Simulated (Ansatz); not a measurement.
Te: equation of state with PBEsol

Crystal: Te.

```
Te
1.0
     4.45400    0.00000    0.00000
    -2.22700    3.85728    0.00000
     0.00000    0.00000    5.92400
Te
3
Direct
  0.73100 0.73100 0.00000
  0.00000 0.26900 0.66667
  0.26900 0.00000 0.33333
```

```
Program             : Ansatz 0.2.0
Task                : equation of state
Functional          : PBEsol
Potentials or basis : all-electron LAPW, scalar-relativistic
Basis error allowed : 0.001 eV/atom
k mesh              : 7 × 7 × 5
Occupations         : fermi-dirac, width 0.05 eV
Spin                : no spin polarisation
```

| Item | Value |
| --- | --- |
| Equilibrium volume | 33.28 Å³/atom |
| Bulk modulus at fixed shape and positions | 52 GPa |
| Pressure derivative of the bulk modulus | 4.7 |

Energy against volume, from the lowest point:
| volume (Å³/atom) | energy (meV/atom) |
| --- | --- |
| 31.890 | 10.22 |
| 32.568 | 2.59 |
| 33.247 | 0.00 |
| 33.925 | 1.91 |
| 34.604 | 7.83 |
| 35.282 | 17.31 |
| 35.961 | 29.97 |

All runs of the series together: 2.3 min on 2 threads of Arm Neoverse V2, with other jobs on the host.

Caveat: the cell was scaled at fixed shape and fractional positions, which overstates the stiffness of a crystal with free parameters, most of all of layers and chains. The run has no spin-orbit coupling, so splittings on Te are missing.
